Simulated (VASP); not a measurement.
# TiO2 (P4_2/mnm) in VASP: further runs

The runs below take TiO2 through relaxation of cell and atoms, single point, with PBE.

All numbers are computed with VASP 6.6.1; they aren't measurements. Logs are shortened: lines on timing, memory, paths and dates and some standing lists are left out, and cuts for length are marked.

## Step 1: The structure

The structure is tetragonal, space group P4_2/mnm (No. 136). Conventional cell: a = 4.600 Å, b = 4.600 Å, c = 2.959 Å, α = 90.00°, β = 90.00°, γ = 90.00°. Around Ti (site symmetry mmm) lie 6 O at 1.95 to 1.98 Å. O (site symmetry m2m) has 3 Ti at 1.95 to 1.98 Å as nearest neighbours.

The cell is a database's computed one.

## Step 2: Relaxation of cell and atoms, PBE

Input file INCAR:

```
SYSTEM = TiO2
ALGO = Normal ; EDIFF = 1E-6
EDIFFG = -0.02 ; ENCUT = 600
GGA = PE ; IBRION = 2
ISIF = 3 ; ISMEAR = -1
LASPH = .True. ; LCHARG = .False.
LREAL = .False. ; LWAVE = .False.
NELM = 100 ; NSW = 60
PREC = Accurate ; SIGMA = 0.05
```

Input file KPOINTS:

```
k-points
0
Gamma
  6 6 9
  0 0 0
```

Input file POSCAR:

```
TiO2
1.0
    4.5998373239      0.0000000000      0.0000000000
    0.0000000000      4.5998373239      0.0000000000
    0.0000000000      0.0000000000      2.9592135600
Ti O
2 4
Direct
    0.0000000000      0.0000000000      0.5000000000
    0.5000000000      0.5000000000      0.0000000000
    0.3043213200      0.3043213200      0.5000000000
    0.1956786800      0.8043213200      0.0000000000
    0.8043213200      0.1956786800      0.0000000000
    0.6956786800      0.6956786800      0.5000000000
```

Potentials or basis: VASP PAW PBE potentials, release 64 (Ti_pv, O).

Launch:

```sh
> cat potpaw_PBE.64/Ti_pv/POTCAR potpaw_PBE.64/O/POTCAR > POTCAR
> mpirun -np 1 vasp_std > vasp.out
```

OUTCAR:

```text
SYSTEM = TiO2
   EDIFF = 1E-6
   EDIFFG = -0.02
   ENCUT = 600
   GGA = PE
   IBRION = 2
   ISIF = 3
   ISMEAR = -1
   LASPH = .True.
   LREAL = .False.
   NELM = 100
   NSW = 60
   PREC = Accurate

 ion  position               nearest neighbor table
   1  0.000  0.000  0.500-   4 1.95   5 1.95   4 1.95   5 1.95   3 1.98   6 1.98
   2  0.500  0.500  0.000-   3 1.95   6 1.95   3 1.95   6 1.95   5 1.98   4 1.98
   3  0.304  0.304  0.500-   2 1.95   2 1.95   1 1.98
   4  0.196  0.804  0.000-   1 1.95   1 1.95   2 1.98
   5  0.804  0.196  0.000-   1 1.95   1 1.95   2 1.98
   6  0.696  0.696  0.500-   2 1.95   2 1.95   1 1.98

  LATTYP: Found a simple tetragonal cell.
 ALAT       =     4.5998373239
 C/A-ratio  =     0.6433300466

  Lattice vectors:

 A1 = (   4.5998373239,   0.0000000000,   0.0000000000)
 A2 = (   0.0000000000,   4.5998373239,   0.0000000000)
 A3 = (   0.0000000000,   0.0000000000,   2.9592135600)

Analysis of symmetry for initial positions (statically):
=====================================================================
 Subroutine PRICEL returns:
 Original cell was already a primitive cell.

 Routine SETGRP: Setting up the symmetry group for a
 simple tetragonal supercell.

 Subroutine GETGRP returns: Found 16 space group operations
 (whereof  8 operations were pure point group operations)
 out of a pool of 16 trial point group operations.

The static configuration has the point symmetry D_2h.
 The point group associated with its full space group is D_4h.

Analysis of symmetry for dynamics (positions and initial velocities):
=====================================================================
 Subroutine PRICEL returns:
 Original cell was already a primitive cell.

 Routine SETGRP: Setting up the symmetry group for a
 simple tetragonal supercell.

 Subroutine GETGRP returns: Found 16 space group operations
 (whereof  8 operations were pure point group operations)
 out of a pool of 16 trial point group operations.

The dynamic configuration has the point symmetry D_2h.
 The point group associated with its full space group is D_4h.

 Subroutine INISYM returns: Found 16 space group operations
 (whereof  8 operations are pure point group operations),
 and found     1 'primitive' translations

----------------------------------------------------------------------------------------

                                     Primitive cell

  volume of cell :      62.6125

  direct lattice vectors                    reciprocal lattice vectors
     4.599837324  0.000000000  0.000000000     0.217398993  0.000000000  0.000000000
     0.000000000  4.599837324  0.000000000     0.000000000  0.217398993  0.000000000
     0.000000000  0.000000000  2.959213560     0.000000000  0.000000000  0.337927622

  length of vectors
     4.599837324  4.599837324  2.959213560     0.217398993  0.217398993  0.337927622

  position of ions in fractional coordinates (direct lattice)
     0.000000000  0.000000000  0.500000000
     0.500000000  0.500000000  0.000000000
     0.304321320  0.304321320  0.500000000
     0.195678680  0.804321320  0.000000000
     0.804321320  0.195678680  0.000000000
     0.695678680  0.695678680  0.500000000

  ion indices of the primitive-cell ions
   primitive index   ion index
                 1           1
                 2           2
                 3           3
                 4           4
                 5           5
                 6           6

----------------------------------------------------------------------------------------

 KPOINTS: k-points

Automatic generation of k-mesh.
 Grid dimensions read from file:
 generate k-points for:    6    6    9

 Generating k-lattice:

  Cartesian coordinates                     Fractional coordinates (reciprocal lattice)
     0.036233165  0.000000000  0.000000000     0.166666667  0.000000000  0.000000000
     0.000000000  0.036233165  0.000000000     0.000000000  0.166666667  0.000000000
     0.000000000  0.000000000  0.037547514     0.000000000  0.000000000  0.111111111

  Length of vectors
     0.036233165  0.036233165  0.037547514

  Shift w.r.t. Gamma in fractional coordinates (k-lattice)
     0.000000000  0.000000000  0.000000000

 Subroutine IBZKPT returns following result:
 ===========================================

 Found     50 irreducible k-points:

 Following reciprocal coordinates:
            Coordinates               Weight
  0.000000  0.000000  0.000000      1.000000
  0.166667  0.000000  0.000000      4.000000
  0.333333  0.000000  0.000000      4.000000
  0.500000  0.000000  0.000000      2.000000
  0.166667  0.166667  0.000000      4.000000
  0.333333  0.166667  0.000000      8.000000
[... 16 lines left out ...]
  0.333333  0.000000  0.222222      8.000000
  0.500000  0.000000  0.222222      4.000000
 [... further k-points ...]
   k-points           NKPTS =     50   k-points in BZ     NKDIM =     50   number of bands    NBANDS=     26
   number of dos      NEDOS =    301   number of ions     NIONS =      6
   total plane-waves  NPLWV =  38400
   dimension x,y,z NGX =    40 NGY =   40 NGZ =   24
   dimension x,y,z NGXF=    80 NGYF=   80 NGZF=   48
   ions per type =               2   4
   NGX,Y,Z   is equivalent  to a cutoff of  14.46, 14.46, 13.48 a.u.
   NGXF,Y,Z  is equivalent  to a cutoff of  28.91, 28.91, 26.97 a.u.
 SYSTEM =  TiO2
   PREC   = accura    normal or accurate (medium, high low for compatibility)
   ISTART =      0    job   : 0-new  1-cont  2-samecut
   ICHARG =      2    charge: 1-file 2-atom 10-const
   ISPIN  =      1    spin polarized calculation?
   LNONCOLLINEAR =      F non collinear calculations
   LSORBIT =      F    spin-orbit coupling
   LASPH  =      T    aspherical Exc in radial PAW
   ENCUT  =  600.0 eV  44.10 Ry    6.64 a.u.   9.19  9.19  5.91*2*pi/ulx,y,z
   NELM   =    100;   NELMIN=  2; NELMDL= -5     # of ELM steps
   EDIFF  = 0.1E-05   stopping-criterion for ELM
   LREAL  =      F    real-space projection
   EDIFFG = -.2E-01   stopping-criterion for IOM
   NSW    =     60    number of steps for IOM
   IBRION =      2    ionic relax: 0-MD 1-quasi-New 2-CG
   NFREE  =      1    steps in history (QN), initial steepest desc. (CG)
   ISIF   =      3    stress and relaxation
   ISYM   =      2    0-nonsym 1-usesym 2-fastsym
   POTIM  = 0.5000    time-step for ionic-motion
   TEBEG  =    0.0;   TEEND  =   0.0 temperature during run
   PSTRESS=    0.0 pullay stress
   NELECT =      44.0000    total number of electrons
   NUPDOWN=      -1.0000    fix difference up-down
   EMIN   =  10.00;   EMAX   =-10.00  energy-range for DOS
   EFERMI =   0.00;   METHOD = LEGACY
   ISMEAR =    -1;   SIGMA  =   0.05  broadening in eV -4-tet -1-fermi 0-gaus
   EFERMI_NEDOS =   21; number of points for ismear=-14 and -15
   IALGO  =     38    algorithm
   IMIX   =      4    mixing-type and parameters
     AMIX     =   0.40;   BMIX     =  1.00
     AMIX_MAG =   1.60;   BMIX_MAG =  1.00
  volume/ion in A,a.u.               =      10.44        70.42
  Fermi-wavevector in a.u.,A,eV,Ry     =   1.455477  2.750452 28.822757  2.118413
  Thomas-Fermi vector in A             =   2.572507
   LORBIT       =      0    0 simple, 1 ext, 2 COOP (PROOUT), +10 PAW based schemes
   GGA     = PE    functional components
   LHFCALC =     F    Hartree Fock is set to
   AEXX    =    0.0000 exact exchange contribution
   IVDW    =     0    specifies the selected vdW correction
   LEPSILON=     F    determine dielectric tensor
   LRPA    =     F    only Hartree local field effects (RPA)
 conjugate gradient relaxation of ions
 non-spin polarized calculation
  energy-cutoff  :      600.00
  volume of cell :       62.61
 maximum number of plane-waves:      2112
 NGX is ok and might be reduce to    40
   NGX = 19   NGY = 19   NGZ = 11

--------------------------------------- Ionic step        1  -------------------------------------------

 number of electron      43.9999987 magnetization

 Free energy of the ion-electron system (eV)
  ---------------------------------------------------
  ext. energy  EPLUGINS =         0.00000000
  ---------------------------------------------------
  free energy    TOTEN  =       -53.43917055 eV

  energy without entropy =      -53.43917055  energy(sigma->0) =      -53.43917055

------------------------ aborting loop because EDIFF is reached ----------------------------------------

  FORCE on cell =-STRESS in cart. coord.  units (eV):
  Direction    XX          YY          ZZ          XY          YZ          ZX
  --------------------------------------------------------------------------------------
  -------------------------------------------------------------------------------------
  Total        2.1556698      2.1556698      1.9676071      0.0000000      0.0000000      0.0000000
  in kB       55.1609275     55.1609275     50.3486366      0.0000000      0.0000000      0.0000000
  external PRESSURE =      53.5568305 kB  Pullay stress =       0.0000000 kB
[... 145 lines left out ...]
  energy  without entropy=      -53.4645075474  energy(sigma->0) =      -53.46450755

--------------------------------------- Ionic step        5  -------------------------------------------

 number of electron      43.9999978 magnetization

 Free energy of the ion-electron system (eV)
  ---------------------------------------------------
  ext. energy  EPLUGINS =         0.00000000
  ---------------------------------------------------
  free energy    TOTEN  =       -53.46471116 eV

  energy without entropy =      -53.46471116  energy(sigma->0) =      -53.46471116

 E-fermi :   4.0872     XC(G=0): -11.2104

 val. band max:        3.2117052848   @ k =   0.0000   0.0000   0.0000
 cond. band min:       5.0018878116   @ k =   0.0000   0.0000   0.0000
 fundamental gap:      1.7901825268
 Fermi energy:         4.0871874462

 k-point     1 :       0.0000    0.0000    0.0000
  band No.  band energies     occupation
      1     -30.0985      2.00000
      2     -30.0985      2.00000
      3     -29.9531      2.00000
      4     -29.9531      2.00000
      5     -29.9144      2.00000
      6     -29.8859      2.00000
[... 685 lines left out ...]
     25       6.2651      0.00000
     26       6.2651      0.00000

 [... further k-points ...]

------------------------ aborting loop because EDIFF is reached ----------------------------------------

  FORCE on cell =-STRESS in cart. coord.  units (eV):
  Direction    XX          YY          ZZ          XY          YZ          ZX
  --------------------------------------------------------------------------------------
  -------------------------------------------------------------------------------------
  Total       -0.0086170     -0.0086170      0.0172532     -0.0000000      0.0000000      0.0000000
  in kB       -0.2151130     -0.2151130      0.4307077     -0.0000000      0.0000000      0.0000000
  external PRESSURE =       0.0001605 kB  Pullay stress =       0.0000000 kB
[... 21 lines left out ...]
  FREE ENERGIE OF THE ION-ELECTRON SYSTEM (eV)
  ---------------------------------------------------
  free  energy   TOTEN  =       -53.4647111613 eV

  energy  without entropy=      -53.4647111603  energy(sigma->0) =      -53.46471116

 reached required accuracy - stopping structural energy minimisation
```

It took 6.3 min on 1 thread of Intel Xeon Platinum 8488C (Sapphire Rapids), shared host; peak memory 0.24 GiB.

What came out:

```yaml
Free_energy: -53.4647 eV
Relaxed_volume: 10.70 Å³/atom
Relaxed_cell: a = 4.650 Å, b = 4.650 Å, c = 2.968 Å, α = 90.00°, β = 90.00°, γ = 90.00°
Space_group_after_relaxing_to_0.05_Å: P4_2/mnm (No. 136)
Energy_gained_by_relaxing: 4.3 meV/atom
Ionic_steps: 5
Pressure_after_relaxing: 0.0 GPa
Largest_force_after_relaxing: 0.007 eV/Å
Band_gap_on_the_k_mesh: 1.79 eV, direct
```

Forces in eV/Å, atoms in the order of the input:
```
Ti   0.000  0.000  0.000
Ti   0.000  0.000  0.000
O   -0.005 -0.005  0.000
O    0.005 -0.005  0.000
O   -0.005  0.005  0.000
O    0.005  0.005  0.000
```

The path:
```csv
step,energy change (eV),largest force (eV/Å),pressure (GPa),volume (Å³)
1,0.0000,0.0423,5.36,62.61
2,0.0111,0.2207,-5.94,65.83
3,-0.0233,0.0810,-0.02,64.04
4,-0.0253,0.0246,0.00,64.13
5,-0.0255,0.0069,0.00,64.18
```

Final structure:
```xyz
6
Lattice="4.6500 0.0000 0.0000 0.0000 4.6500 0.0000 0.0000 0.0000 2.9682" Properties=species:S:1:pos:R:3 pbc="T T T"
Ti    0.0000    4.6500    1.4841
Ti    2.3250    2.3250    0.0000
O     1.4181    1.4181    1.4841
O     0.9069    3.7431    0.0000
O     3.7431    0.9069    0.0000
O     3.2319    3.2319    1.4841
```

Caveat: an odd mesh through Γ misses points on the zone boundary, where band edges often lie.

## Step 3: Relaxation of cell and atoms, PBE

Input file INCAR:

```
SYSTEM = TiO2
PREC     = Accurate       ! precision mode
ENCUT    = 680            ! plane-wave cutoff, eV
EDIFF    = 1E-6           ! SCF threshold, eV
ISMEAR   = -1             ! smearing method
SIGMA    = 0.05           ! smearing width, eV
LREAL    = .False.        ! projectors in reciprocal space
LASPH    = .True.         ! aspherical terms in the spheres
NELM     = 60             ! most SCF steps
ALGO     = Fast           ! electronic algorithm
ISIF     = 3              ! what is computed and relaxed
LWAVE    = .False.        ! write WAVECAR
LCHARG   = .False.        ! write CHGCAR
GGA      = PE             ! functional
IBRION   = 2              ! ionic algorithm
NSW      = 60             ! ionic steps
EDIFFG   = -0.005         ! ionic threshold
```

Input file KPOINTS:

```
Automatic mesh
0
Gamma
  6 6 9
  0 0 0
```

POSCAR is that of step 2.

Potentials or basis: VASP PAW PBE potentials, release 64 (Ti_sv_GW, O_GW).

Launch:

```sh
> cat potpaw_PBE.64/Ti_sv_GW/POTCAR potpaw_PBE.64/O_GW/POTCAR > POTCAR
> mpirun -np 1 vasp_std > vasp.out
```

Wall time 29 min (1 thread of Intel Xeon Platinum 8488C (Sapphire Rapids), shared host); peak memory 0.31 GiB.

It converged, with:

```yaml
Free_energy: -58.3096 eV
Relaxed_volume: 10.61 Å³/atom
Relaxed_cell: a = 4.636 Å, b = 4.636 Å, c = 2.963 Å, α = 90.00°, β = 90.00°, γ = 90.00°
Space_group_after_relaxing_to_0.05_Å: P4_2/mnm (No. 136)
Energy_gained_by_relaxing: 2.0 meV/atom
Ionic_steps: 11
Pressure_after_relaxing: 0.0 GPa
Band_gap_on_the_k_mesh: 1.85 eV, direct
```

Step by step:
| step | energy change (eV) | largest force (eV/Å) | pressure (GPa) | volume (Å³) |
| --- | --- | --- | --- | --- |
| 1 | 0.0000 | 0.0050 | 3.51 | 62.61 |
| 2 | 0.0034 | 0.1497 | -3.94 | 64.70 |
| 3 | -0.0104 | 0.0718 | -0.15 | 63.57 |
| 4 | -0.0104 | 0.0712 | 0.03 | 63.55 |
| 5 | -0.0119 | 0.0168 | 0.07 | 63.62 |
| 6 | -0.0120 | 0.0036 | 0.08 | 63.64 |
| 7 | -0.0120 | 0.0023 | 0.07 | 63.64 |
| 8 | -0.0120 | 0.0051 | 0.02 | 63.68 |
| 9 | -0.0120 | 0.0073 | -0.16 | 63.69 |
| 10 | -0.0120 | 0.0051 | -0.03 | 63.68 |
| 11 | -0.0120 | 0.0008 | 0.02 | 63.66 |

Final structure:
```
CELL_PARAMETERS angstrom
4.63570 0.00000 0.00000
0.00000 4.63570 0.00000
0.00000 0.00000 2.96252
ATOMIC_POSITIONS crystal
Ti 0.00000 0.00000 0.50000
Ti 0.50000 0.50000 0.00000
O 0.30499 0.30499 0.50000
O 0.19501 0.80499 0.00000
O 0.80499 0.19501 0.00000
O 0.69501 0.69501 0.50000
```

Levels at points of the mesh, in eV from the valence-band top:
```
           k point  band 20  band 21  band 22  band 23  band 24  band 25  band 26  band 27  band 28
(0.00, 0.00, 0.00)    -1.91    -0.68    -0.44    -0.44     0.00     1.85     2.14     2.41     2.49
(0.50, 0.00, 0.00)    -2.99    -1.57    -1.57    -0.72    -0.72     2.50     2.50     2.97     2.98
(0.50, 0.50, 0.00)    -2.13    -1.26    -1.26    -1.05    -1.05     1.89     1.89     2.51     2.51
```

Caveat: an odd mesh through Γ misses points on the zone boundary, where band edges often lie.

## Step 4: Relaxation of cell and atoms, PBE

Input file INCAR:

```
SYSTEM = TiO2
ALGO = Normal
EDIFF = 1E-6
EDIFFG = -0.01
ENCUT = 630
GGA = PE
IBRION = 2
ISIF = 3
ISMEAR = -1
LASPH = .True.
LCHARG = .False.
LREAL = .False.
LWAVE = .False.
NELM = 60
NSW = 40
PREC = Accurate
SIGMA = 0.05
```

Input file KPOINTS:

```
k-points
0
Gamma
  6 6 9
  0 0 0
```

POSCAR is that of step 3.

Launch:

```sh
> cat potpaw_PBE.64/Ti_sv_GW/POTCAR potpaw_PBE.64/O_GW/POTCAR > POTCAR
> mpirun -np 1 vasp_std > vasp.out
```

Wall time 8.1 min (1 thread of Intel Xeon Platinum 8488C (Sapphire Rapids), shared host); peak memory 0.28 GiB.

The run converged. Its results:

- Free energy: -58.3081 eV
- Relaxed volume: 10.60 Å³/atom
- Relaxed cell: a = 4.634 Å, b = 4.634 Å, c = 2.962 Å, α = 90.00°, β = 90.00°, γ = 90.00°
- Space group after relaxing (to 0.05 Å): P4_2/mnm (No. 136)
- Energy gained by relaxing: 1.8 meV/atom
- Ionic steps: 8
- Pressure after relaxing: -0.1 GPa
- Band gap on the k mesh: 1.85 eV, direct

Forces on the atoms (eV/Å):
```
Ti   0.000  0.000  0.000
Ti   0.000  0.000  0.000
O    0.002  0.002  0.000
O   -0.002  0.002  0.000
O    0.002 -0.002  0.000
O   -0.002 -0.002  0.000
```

Stress tensor (GPa, compression positive):
```
-0.05  0.00  0.00
 0.00 -0.05  0.00
 0.00  0.00 -0.14
```

Step by step:
```tsv
step	energy change (eV)	largest force (eV/Å)	pressure (GPa)	volume (Å³)
1	0.0000	0.0048	3.28	62.61
2	0.0028	0.1403	-3.67	64.57
3	-0.0092	0.0686	0.10	63.51
4	-0.0092	0.0719	-0.22	63.56
5	-0.0092	0.0703	-0.13	63.54
6	-0.0105	0.0164	-0.12	63.61
7	-0.0106	0.0001	-0.11	63.63
8	-0.0106	0.0027	-0.08	63.63
```

Final structure:
```
Ti O
1.0
     4.63450    0.00000    0.00000
     0.00000    4.63450    0.00000
     0.00000    0.00000    2.96245
Ti O
2 4
Direct
  0.00000 0.00000 0.50000
  0.50000 0.50000 0.00000
  0.30496 0.30496 0.50000
  0.19504 0.80496 0.00000
  0.80496 0.19504 0.00000
  0.69504 0.69504 0.50000
```

Levels at points of the mesh, in eV from the valence-band top:
```tsv
k point	band 21	band 22	band 23	band 24	band 25	band 26	band 27	band 28
(0.00, 0.00, 0.00)	-0.68	-0.44	-0.44	0.00	1.85	2.14	2.41	2.49
(0.50, 0.00, 0.00)	-1.57	-1.57	-0.72	-0.72	2.50	2.50	2.98	2.98
(0.50, 0.50, 0.00)	-1.26	-1.26	-1.05	-1.05	1.89	1.89	2.51	2.51
```

Caveat: an odd mesh through Γ misses points on the zone boundary, where band edges often lie.

## Step 5: Single point, PBE

Input file INCAR:

```
PREC = Accurate
ENCUT = 520
EDIFF = 1E-7
ISMEAR = 0
SIGMA = 0.05
LREAL = False
LASPH = True
NELM = 100
ALGO = Normal
ISIF = 2
LWAVE = False
LCHARG = False
GGA = PE
ADDGRID = False
```

Input file KPOINTS:

```
regular mesh
0
Gamma
  5 5 8
```

POSCAR is that of step 4.

Potentials or basis: VASP PAW PBE potentials, release 64 (Ti_sv, O).

Launch:

```sh
> cat potpaw_PBE.64/Ti_sv/POTCAR potpaw_PBE.64/O/POTCAR > POTCAR
> mpirun -np 1 vasp_std > vasp.out
```

It took 58 s on 1 thread of AMD EPYC 7R13 (Zen 3), shared host; peak memory 0.17 GiB.

These settings aren't checked as converged: the numbers below hold their error.

Results:

- Free energy: -53.6523 eV
- Pressure: 4.9 GPa
- Largest force: 0.021 eV/Å
- Band gap on the k mesh: 1.84 eV, direct

Caveat: an odd mesh through Γ misses points on the zone boundary, where band edges often lie.

(Part 1 of 2 ends here.)
